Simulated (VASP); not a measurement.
Calculation: PBEsol GGA, VASP's PBE PAW potentials (set 64) (plane waves; VASP 6.6.1).

A VASP calculation is set up with these files.

INCAR:
```
EDIFFG = -0.02   # ionic stop
PREC = Accurate
EDIFF = 1E-6   # SCF stop (eV)
ALGO = Normal
IBRION = 2   # conjugate gradients
SIGMA = 0.05   # width (eV)
NSW = 60
ISIF = 3   # ions, shape and volume
NELM = 100
ISMEAR = 0   # Gaussian
LREAL = F   # projection in real space or not
ENCUT = 520   # plane-wave cut-off (eV)
LCHARG = F
LWAVE = F
GGA = PS   # PBEsol
LASPH = T   # aspherical one-centre terms
LMAXMIX = 4   # l cut-off of mixed one-centre charges
SYSTEM = SrF2
```

### KPOINTS
```
Automatic mesh
0
Gamma
6 6 6
0 0 0
```

File POSCAR:
```
SrF2
1.0
  0.0000000000   2.8830501593   2.8830501593
  2.8830501593   0.0000000000   2.8830501593
  2.8830501593   2.8830501593   0.0000000000
Sr F
1 2
direct
  1.0000000000   1.0000000000   0.0000000000
  0.2500000000   0.2500000000   0.2500000000
  0.7500000000   0.7500000000   0.7500000000
```

POTCAR, in this order: Sr_sv F (PBE.64 set). Program: vasp_std.

The run wrote:

File OUTCAR:
```
 ion  position               nearest neighbor table
   1  0.000  0.000  0.000-   2 2.50   3 2.50   3 2.50   3 2.50   3 2.50   2 2.50   2 2.50   2 2.50
  LATTYP: Found a face centered cubic cell.
 ALAT       =     5.7661003186
 Subroutine PRICEL returns:
 Original cell was already a primitive cell.
 Subroutine GETGRP returns: Found 48 space group operations
The static configuration has the point symmetry O_h .
The dynamic configuration has the point symmetry O_h .
 Subroutine INISYM returns: Found 48 space group operations
 Subroutine IBZKPT returns following result:
 Found     16 irreducible k-points:

 Following reciprocal coordinates:
            Coordinates               Weight
  0.000000  0.000000  0.000000      1.000000
  0.166667  0.000000  0.000000      8.000000
  0.333333  0.000000  0.000000      8.000000
  0.500000  0.000000  0.000000      4.000000
  0.166667  0.166667  0.000000      6.000000
  0.333333  0.166667  0.000000     24.000000
  0.500000  0.166667  0.000000     24.000000
 -0.333333  0.166667  0.000000     24.000000
 -0.166667  0.166667  0.000000     12.000000
  0.333333  0.333333  0.000000      6.000000
  0.500000  0.333333  0.000000     24.000000
 -0.333333  0.333333  0.000000     12.000000
  0.500000  0.500000  0.000000      3.000000
  0.500000  0.333333  0.166667     24.000000
 -0.333333  0.333333  0.166667     24.000000
 -0.333333  0.500000  0.166667     12.000000
   k-points           NKPTS =     16   k-points in BZ     NKDIM =     16   number of bands    NBANDS=     16
   number of dos      NEDOS =    301   number of ions     NIONS =      3
   total plane-waves  NPLWV =  27000
   dimension x,y,z NGX =    30 NGY =   30 NGZ =   30
   dimension x,y,z NGXF=    60 NGYF=   60 NGZF=   60
   ions per type =               1   2
   PREC   = accura    normal or accurate (medium, high low for compatibility)
   ISTART =      0    job   : 0-new  1-cont  2-samecut
   ICHARG =      2    charge: 1-file 2-atom 10-const
   ISPIN  =      1    spin polarized calculation?
   LNONCOLLINEAR =      F non collinear calculations
   LSORBIT =      F    spin-orbit coupling
   INIWAV =      1    electr: 0-lowe 1-rand  2-diag
   ENCUT  =  520.0 eV  38.22 Ry    6.18 a.u.   7.58  7.58  7.58*2*pi/ulx,y,z
   NELM   =    100;   NELMIN=  2; NELMDL= -5     # of ELM steps
   EDIFF  = 0.1E-05   stopping-criterion for ELM
   LREAL  =      F    real-space projection
   NLSPLINE    = F    spline interpolate recip. space projectors
   LMAXMIX     =    4 max onsite mixed and CHGCAR
   VOSKOWN=      0    Vosko Wilk Nusair interpolation
   EDIFFG = -.2E-01   stopping-criterion for IOM
   NSW    =     60    number of steps for IOM
   NBLOCK =      1;   KBLOCK =     60    inner block; outer block
   IBRION =      2    ionic relax: 0-MD 1-quasi-New 2-CG
   NFREE  =      1    steps in history (QN), initial steepest desc. (CG)
   ISIF   =      3    stress and relaxation
   ISYM   =      2    0-nonsym 1-usesym 2-fastsym
   TEIN   =    0.0    initial temperature
   TEBEG  =    0.0;   TEEND  =   0.0 temperature during run
   SMASS  =  -3.00    Nose mass-parameter (am)
   PSTRESS=    0.0 pullay stress
   NELECT =      24.0000    total number of electrons
   EFERMI =   0.00;   METHOD = LEGACY
   ISMEAR =     0;   SIGMA  =   0.05  broadening in eV -4-tet -1-fermi 0-gaus
   IALGO  =     38    algorithm
   LDIAG  =      T    sub-space diagonalisation (order eigenvalues)
   IMIX   =      4    mixing-type and parameters
     AMIX     =   0.40;   BMIX     =  1.00
     AMIX_MAG =   1.60;   BMIX_MAG =  1.00
     AMIN     =   0.10
   GGA     = PS    functional components
   VOSKOWN =     0    Vosko Wilk Nusair interpolation
   LHFCALC =     F    Hartree Fock is set to
   LHFONE  =     F    Hartree Fock one center treatment
...
```

OSZICAR:
```
       N       E                     dE             d eps       ncg     rms          rms(c)
DAV:   1     0.152137654499E+03    0.15214E+03   -0.14104E+04   512   0.147E+03
DAV:   2    -0.126177786016E+02   -0.16476E+03   -0.15885E+03   648   0.315E+02
DAV:   3    -0.186793851173E+02   -0.60616E+01   -0.60562E+01   696   0.637E+01
DAV:   4    -0.189007803851E+02   -0.22140E+00   -0.22138E+00   720   0.942E+00
DAV:   5    -0.189028938503E+02   -0.21135E-02   -0.21134E-02   696   0.963E-01    0.169E+01
DAV:   6    -0.175974295425E+02    0.13055E+01   -0.68348E+00   512   0.183E+01    0.143E+01
DAV:   7    -0.175789159398E+02    0.18514E-01   -0.18613E-01   680   0.396E+00    0.724E+00
DAV:   8    -0.175883477708E+02   -0.94318E-02   -0.33502E-02   640   0.228E+00    0.572E-01
DAV:   9    -0.175955671043E+02   -0.72193E-02   -0.11000E-02   704   0.736E-01    0.466E-01
DAV:  10    -0.175963929724E+02   -0.82587E-03   -0.10397E-03   584   0.240E-01    0.157E-01
DAV:  11    -0.175966092131E+02   -0.21624E-03   -0.32212E-04   560   0.121E-01    0.303E-02
DAV:  12    -0.175966272720E+02   -0.18059E-04   -0.29778E-05   696   0.375E-02    0.214E-02
DAV:  13    -0.175966279982E+02   -0.72620E-06   -0.44465E-06   600   0.153E-02
   1 F= -.17596628E+02 E0= -.17596628E+02  d E =-.175966E+02
```

File OUTCAR:
```
------------------------ aborting loop because EDIFF is reached ----------------------------------------
  FORCE on cell =-STRESS in cart. coord.  units (eV):
  Direction    XX          YY          ZZ          XY          YZ          ZX
  --------------------------------------------------------------------------------------
  Total        0.0148720      0.0148720      0.0148720      0.0000000      0.0000000      0.0000000
  in kB        0.4971572      0.4971572      0.4971572      0.0000000      0.0000000      0.0000000
  external PRESSURE =       0.4971572 kB  Pullay stress =       0.0000000 kB
  volume of cell :       47.93
      direct lattice vectors                 reciprocal lattice vectors
     0.000000000  2.883050159  2.883050159    -0.173427437  0.173427437  0.173427437
     2.883050159  0.000000000  2.883050159     0.173427437 -0.173427437  0.173427437
     2.883050159  2.883050159  0.000000000     0.173427437  0.173427437 -0.173427437
 POSITION                                       TOTAL-FORCE (eV/Angst)
 -----------------------------------------------------------------------------------
      0.00000      0.00000      0.00000        -0.000000     -0.000000     -0.000000
      1.44153      1.44153      1.44153        -0.000000      0.000000      0.000000
      4.32458      4.32458      4.32458         0.000000     -0.000000     -0.000000
 -----------------------------------------------------------------------------------
    total drift:                                0.000000     -0.000000      0.000000
  FREE ENERGIE OF THE ION-ELECTRON SYSTEM (eV)
  ---------------------------------------------------
  free  energy   TOTEN  =       -17.5966279982 eV

  energy  without entropy=      -17.5966279982  energy(sigma->0) =      -17.59662800

 reached required accuracy - stopping structural energy minimisation
```
(Selected blocks of OUTCAR.)

**OUTCAR**
```
 val. band max:       -1.8547662680   @ k =   0.5000   0.5000   0.0000

 cond. band min:       4.9916120107   @ k =   0.0000   0.0000   0.0000


 Fermi energy:        -1.6391426324

 k-point     1 :       0.0000    0.0000    0.0000
  band No.  band energies     occupation
      1     -31.8424      2.00000
      2     -21.1522      2.00000
      3     -20.7229      2.00000
      4     -13.7692      2.00000
      5     -13.7692      2.00000
      6     -13.7692      2.00000
      7      -3.6437      2.00000
      8      -3.6437      2.00000
      9      -3.6437      2.00000
     10      -1.9594      2.00000
     11      -1.9594      2.00000
     12      -1.9594      2.00000
     13       4.9916      0.00000
     14       8.2108      0.00000
     15       8.2108      0.00000
     16      10.7819      0.00000

 k-point     2 :       0.1667    0.0000    0.0000
  band No.  band energies     occupation
      1     -31.8260      2.00000
      2     -21.1844      2.00000
      3     -20.7712      2.00000
      4     -13.7923      2.00000
      5     -13.7923      2.00000
      6     -13.7439      2.00000
      7      -3.5213      2.00000
      8      -3.5213      2.00000
      9      -3.3831      2.00000
     10      -2.2181      2.00000
     11      -2.0427      2.00000
     12      -2.0427      2.00000
     13       5.6570      0.00000
     14       8.2299      0.00000
     15       8.2299      0.00000
     16      10.4663      0.00000

 k-point     3 :       0.3333    0.0000    0.0000
  band No.  band energies     occupation
      1     -31.7928      2.00000
      2     -21.2143      2.00000
      3     -20.9008      2.00000
      4     -13.8375      2.00000
      5     -13.8375      2.00000
      6     -13.6809      2.00000
      7      -3.2647      2.00000
      8      -3.2647      2.00000
      9      -2.8662      2.00000
     10      -2.6305      2.00000
     11      -2.2114      2.00000
     12      -2.2114      2.00000
     13       6.9938      0.00000
...
```

The compound is SrF2 in the fluorite structure. It was relaxed first. The start is the result of an earlier pass.
